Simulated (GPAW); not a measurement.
# How the form of the self-energy moves the gap of BN (P6_3/mmc), part 2 of 2

Aim: compare treatments of exchange, screening and correlation for the gap of BN (P6_3/mmc).

GPAW 26.7.0; PBE and many-body steps on it, plane waves. Known limits of the many-body steps: not at the basis limit; coarse k mesh.

So far. Step 2 (Empty states on the mesh, 6×6×4 mesh, 433 bands): On this mesh the gap is 4.281 eV. Step 3 (G0W0, Godby-Needs plasmon pole): The gap on the mesh goes from 4.28 eV to 5.93 eV, a correction of +1.65 eV.

The database entry behind the starting cell differs from later determinations by our own check (about 0.3 % short, minor phase), so it need not match the best structure at ambient conditions.

### 5. G0W0, extrapolated in the cutoff

This step: G0W0 on PBE, plane waves, PAW.

Contents of run.py:

```python
import json
import numpy as np
from gpaw.mpi import world
from gpaw.response.g0w0 import G0W0

gw = G0W0('full.gpw',
    filename='gw',
    kpts=[0, 16, 21],
    bands=(6, 10),
    ecut=300.0,
    integrate_gamma='WS',
    ppa=True,
    ecut_extrapolation=True)
gw.calculate()
res = {mode: {k: v for k, v in r.items() if k != 'sigma_eskwn'}
       for mode, r in gw.all_results.items()}

if world.rank == 0:
    with open('result.json', 'w') as f:
        json.dump(res, f, default=lambda x: x.tolist())
```

Command:

```
$ mpirun -n 8 gpaw python run.py
```

Numbers of over 12 decimals in the logs are rounded to 6 here.

Output:

```text
Using integrator: PointIntegrator
FrequencyGridDescriptor(from 0.000+0.000j to 0.000+27.211j eV, 2 points)
Nonperiodic BCs:  [False False False]
Using integrator: PointIntegrator
FrequencyGridDescriptor(from 0.000+0.000j to 0.000+27.211j eV, 2 points)
Nonperiodic BCs:  [False False False]
  ___  _ _ _
 |   || | | |
 | | || | | |
 |__ ||_____|
 |___|

BZ k-points: Symmetries present (total): 12

  [... matrices ...]
144 k-points: 6 x 6 x 4 Monkhorst-Pack grid + [1/12,1/12,1/8]
24 k-points in the irreducible part of the Brillouin zone
       k-points in crystal coordinates                weights
   0:     0.00000000    0.00000000    0.00000000          1/144
   1:     0.00000000    0.00000000    0.25000000          2/144
   2:     0.00000000    0.00000000    0.50000000          1/144
[...]
9:     0.33333333   -0.16666667    0.50000000          6/144
          ...
  23:     0.50000000    0.50000000    0.50000000          3/144

Distributing spins, k-points and bands (1 x 3 x 4) over 8 processes
Number of blocks: 1

Quasi particle states:
k-points (IBZ indices): [0, 16, 21]
Band range: (6, 10)
  [... matrices ...]
Computational parameters:
Extrapolating to infinite plane wave cut-off using points at:
  258.532 eV
  277.345 eV
  300.000 eV
Number of bands: 423
Coulomb cutoff: None
Broadening: 0.1 eV

fxc modes: GW
Kernel: RPA
Using Godby-Needs plasmon-pole approximation:
  Fitting energy: i*E0, E0 = 1.000 Hartree
Summing all q:

Calculating screened Coulomb potential
No Coulomb truncation
FrequencyGridDescriptor(from 0.000+0.000j to 0.000+27.211j eV, 2 points)
Removing empty qpoint cache files...

Calculating chi0 body with:
    Ground state adapter containing:
    Number of spins: 1
    Number of kpoints: 144
    Number of irreducible kpoints: 24
[...]
In total 12 allowed symmetries.

  [... matrices ...]
24 groups of equivalent kpoints. 83.333333% reduction.

Integral kind: response function
Integrating chi0 head and wings.

Symmetries of q_c:
    Direct symmetries (Uq -> q): 12
    Indirect symmetries (TUq -> q): 0
In total 12 allowed symmetries.

  [... matrices ...]
24 groups of equivalent kpoints. 83.333333% reduction.

Integral kind: response function wings

Calculating chi0 body with:
    Ground state adapter containing:
    Number of spins: 1
    Number of kpoints: 144
    Number of irreducible kpoints: 24
    Number of completely occupied states: 8
    Number of partially occupied states: 8
[... the further q-points ...]
Extrapolating selfenergy to infinite energy cutoff:
  Performing linear fit to 3 points
  Warning: Bad quality of linear fit for some (n,k).
           Higher cutoff might be necessary.
  Minimum R^2 = 0.4366. (R^2 Should be close to 1)
  [... matrices ...]
Results:
f:      Occupation numbers
eps:     KS-eigenvalues [eV]
vxc:     KS vxc [eV]
exx:     Exact exchange [eV]
sigma:   Self-energies [eV]
dsigma:  Self-energy derivatives
Z:       Renormalization factors
qp:      QP-energies [eV]

k-point 0 (0): (0.000, 0.000, 0.000)                GW
band       f     eps     vxc     exx   sigma  dsigma       Z      qp
                                                                   GW
   6   1.000   2.803 -19.229 -23.640   2.478  -0.237   0.809   1.240
   7   1.000   2.803 -19.229 -23.640   2.478  -0.237   0.809   1.240
   8   0.000   9.341  -9.160  -4.971  -4.049  -0.173   0.853   9.460
[...]
k-point 1 (16): (0.333, 0.333, 0.500)                GW
band       f     eps     vxc     exx   sigma  dsigma       Z      qp
                                                                   GW
[...]
k-point 2 (21): (0.500, 0.500, 0.000)                GW
band       f     eps     vxc     exx   sigma  dsigma       Z      qp
                                                                   GW
[...]
8   0.000   8.363 -10.798  -5.817  -4.265  -0.192   0.839   8.964
   9   0.000   9.741 -13.171  -7.602  -4.565  -0.214   0.824  10.568
```

Elapsed: 22 min, on 8 MPI ranks of Intel Xeon 6975P-C (Granite Rapids), shared host; peak memory 2.9 GiB.

Numbers from this step:

```yaml
quasiparticle_gap_on_the_points_computed: 6.113 eV
least_direct_quasiparticle_gap_on_the_computed_points: 6.592 eV
z_at_the_valence_top: 0.8007
z_at_the_conduction_bottom: 0.8391
starting_gap_on_the_mesh: 4.281 eV
k_of_the_valence_top: 0.3333, 0.3333, 0.5
k_of_the_conduction_bottom: 0.5, 0.5, 0
gaps_at_the_cutoffs_of_the_extrapolation: 6.004, 6.015, 6.026 eV
```

Against G0W0 in GPAW (6×6×4 mesh, 196 bands, screening to 180 eV, Godby-Needs plasmon pole), the gap moves by +0.186 eV.

### 6. One-shot PBE0

This step: one-shot PBE0 levels on PBE orbitals, plane waves, PAW.

Contents of run.py:

```python
import json
import numpy as np
from gpaw.mpi import world
from gpaw.hybrids.eigenvalues import non_self_consistent_eigenvalues

dft, vxc, vxc_hyb = non_self_consistent_eigenvalues('full.gpw', 'PBE0', 6, 10, kpt_indices=[0, 16, 21])
res = {'dft': dft[0], 'hybrid': (dft - vxc + vxc_hyb)[0]}
if world.rank == 0:
    with open('hybrid.txt', 'w') as f:
        for k, e0, e1 in zip([0, 16, 21], res['dft'], res['hybrid']):
            print(k, ' '.join(f'{x:9.4f}' for x in e0), '|', ' '.join(f'{x:9.4f}' for x in e1), file=f)

if world.rank == 0:
    with open('result.json', 'w') as f:
        json.dump(res, f, default=lambda x: x.tolist())
```

Command:

```
$ mpirun -n 8 gpaw python run.py
```

Output:

```text
IBZ(<points: 24, symmetries: 12>)
Occupied bands: 8
Transforming wave functions from IBZ to BZ: 0.015 seconds
Distributing wave functions and iFFT-ing to real space: 0.074 seconds
Calculating eigenvalues:
  k-points: 3
  Bands: 6-9 (inclusive)
  Seconds: 0.481 (wave-function broadcasting: 0.008 seconds)
HSE06-eigenvalue shifts:
  min: -1.435 eV
  ave: -0.168 eV
  max: 1.284 eV
```

Elapsed: 3.3 s, on 8 MPI ranks; peak memory 1.4 GiB; 24 s of CPU time.

Numbers from this step:

```
starting gap on the mesh                       : 4.281 eV
hybrid gap on the mesh                         : 6.331 eV
least direct hybrid gap on the computed points : 6.809 eV
```

### 7. G0W0, full frequency, Hilbert transform

This step: G0W0 on PBE, plane waves, PAW.

Contents of run.py:

```python
import json
import numpy as np
from gpaw.mpi import world
from gpaw.response.g0w0 import G0W0

gw = G0W0('full.gpw',
    filename='gw',
    kpts=[0, 16, 21],
    bands=(6, 10),
    ecut=180,
    nbands=196,
    integrate_gamma='WS',
    frequencies={'type': 'nonlinear', 'domega0': 0.1, 'omega2': 15.0},
    eta=0.1,
    nblocksmax=True)
gw.calculate()
res = {mode: {k: v for k, v in r.items() if k != 'sigma_eskwn'}
       for mode, r in gw.all_results.items()}

if world.rank == 0:
    with open('result.json', 'w') as f:
        json.dump(res, f, default=lambda x: x.tolist())
```

Command:

```
$ mpirun -n 8 gpaw python run.py
```

Output:

```text
Using integrator: PointIntegrator
NonLinearFrequencyDescriptor(from 0.000 to 189.376 eV, 305 points)
Nonperiodic BCs:  [False False False]
Using integrator: PointIntegrator
NonLinearFrequencyDescriptor(from 0.000 to 189.376 eV, 305 points)
Nonperiodic BCs:  [False False False]
  ___  _ _ _
 |   || | | |
 | | || | | |
 |__ ||_____|
 |___|

BZ k-points: Symmetries present (total): 12

  [... matrices ...]
144 k-points: 6 x 6 x 4 Monkhorst-Pack grid + [1/12,1/12,1/8]
24 k-points in the irreducible part of the Brillouin zone
[...]
8   0.000   9.341  -9.160  -4.971  -3.905  -0.190   0.840   9.579
[...]
k-point 1 (16): (0.333, 0.333, 0.500)                GW
band       f     eps     vxc     exx   sigma  dsigma       Z      qp
                                                                   GW
[...]
k-point 2 (21): (0.500, 0.500, 0.000)                GW
band       f     eps     vxc     exx   sigma  dsigma       Z      qp
                                                                   GW
[...]
8   0.000   8.363 -10.798  -5.817  -4.196  -0.220   0.820   9.007
   9   0.000   9.741 -13.171  -7.602  -4.455  -0.250   0.800  10.633
```

Wall time 2.6 min (8 MPI ranks); peak memory 3 GiB.

Numbers from this step:

| Property | Result |
| --- | --- |
| G0W0 gap on the points computed | 5.945 eV |
| least direct G0W0 gap on the computed points | 6.432 eV |
| starting gap on the mesh | 4.281 eV |
| k of the valence top | 0.3333, 0.3333, 0.5 |
| k of the conduction bottom | 0.5, 0.5, 0 |

Against G0W0 in GPAW (6×6×4 mesh, 196 bands, screening to 180 eV, Godby-Needs plasmon pole), the gap moves by +0.018 eV.

### 8. Side by side

Times are wall times on 8 MPI ranks of Intel Xeon 6975P-C (Granite Rapids), shared host, good to a factor of about two.

```
                                    run   mesh  bands  screening cutoff (eV)  DFT gap (eV)  gap on the mesh (eV)  direct (eV)     time
         G0W0, Godby-Needs plasmon pole  6×6×4    196                    180         4.281                 5.927        6.418     97 s
                         one-shot HSE06  6×6×4      -                      -         4.281                 5.609        6.089    3.2 s
       G0W0, extrapolated in the cutoff  6×6×4      -                    300         4.281                 6.113        6.592   22 min
                          one-shot PBE0  6×6×4      -                      -         4.281                 6.331        6.809    3.3 s
G0W0, full frequency, Hilbert transform  6×6×4    196                    180         4.281                 5.945        6.432  2.6 min
```

### 9. Results

| Item | Value |
| --- | --- |
| G0W0, Godby-Needs plasmon pole | 5.927 eV |
| one-shot HSE06 | 5.609 eV |
| G0W0, extrapolated in the cutoff | 6.113 eV |
| one-shot PBE0 | 6.331 eV |
| G0W0, full frequency, Hilbert transform | 5.945 eV |
| known limits | not at the basis limit; coarse k mesh |

In words: One-shot HSE06: −0.318 eV against G0W0, Godby-Needs plasmon pole. G0W0, extrapolated in the cutoff: +0.186 eV against G0W0, Godby-Needs plasmon pole, at other bands or cutoff, so not like for like. One-shot PBE0: +0.404 eV against G0W0, Godby-Needs plasmon pole. G0W0, full frequency, Hilbert transform: +0.018 eV against G0W0, Godby-Needs plasmon pole. One-shot hybrid levels are evaluated on the PBE orbitals. Bands and cutoff are finite, so the gap is not at the basis limit. The miss can reach some tenths of an eV and take either sign; the mesh is an error of its own. These stock PAW sets were not made for GW. In the G0W0 runs levels were corrected at 3 k points alone, so a gap called «on the mesh» is the least over those, and an edge elsewhere would be missed. The program warns of a poor linear fit in the extrapolation of some level, so the extrapolated values are rough. The 6×6×4 mesh is coarse for this cell, which bears on the long-range parts of exchange and screening.

[Paths, hosts, dates, memory and timing lines, banners, echoed tables and standing remarks are left out of the program output.]

[Logs are printed without paths, hosts, clocks, repeated set-up lines and the standing remarks that a program may print on its own settings, such as how far it seeks lower states.]

[Runs of the session that timed out or met a known fault of the program may be left out.]

[Hosts, paths, dates, database ids (printed as entryN), source tags and the programs' standing remarks are cut or masked in the printed files.]
